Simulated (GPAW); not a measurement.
## Equation of state of PbSe under PBEsol

The structure is cubic, space group Fm-3m (No. 225). Conventional cell: a = 6.121 Å, b = 6.121 Å, c = 6.121 Å, α = 90.00°, β = 90.00°, γ = 90.00°. Around Pb (site symmetry m-3m) lie 6 Se at 3.06 Å. Se (site symmetry m-3m) is surrounded by 6 Pb at 3.06 Å.

The cell was scaled at fixed shape and fractions and run with GPAW, PAW data sets generated for this functional, cutoff 600 eV; PBEsol, k mesh 6 × 6 × 6 on the cell of 2 atoms, fermi-dirac occupations of 0.05 eV, no spin polarisation, no spin-orbit coupling. Energies are those that the program minimises, any entropy of the smearing included.

```tsv
V (Å³/atom)	energy over the lowest row (meV/atom)
26.9506	9.758
27.5240	2.796
28.0975	0.000
28.6709	?
29.2443	5.535
29.8177	13.227
30.3911	23.790
```

**Question.** Fit the third-order Birch-Murnaghan form, give V0, B0 and B′, and predict the energy left open.

**Answer.** With y = (V0/V)^(2/3), E = E0 + (9 V0 B0/16) [(y - 1)³ B′ + (y - 1)² (6 - 4y)]. Least squares through the rows shown give V0 = 28.2220 Å³/atom, E0 = -0.085 meV, B0 = 51.37 GPa (1 eV/Å³ = 160.218 GPa) and B′ = 3.54, with a largest miss of 0.008 meV. At V = 28.6709 the form with these constants gives 1.033 meV; the run gave 1.026 meV an atom. Measured volume: 28.67 Å³/atom at 298 K (COD entry, doi:10.1107/S0108270187091509), so the fit lies -1.6 % from it. The runs are for a static lattice.
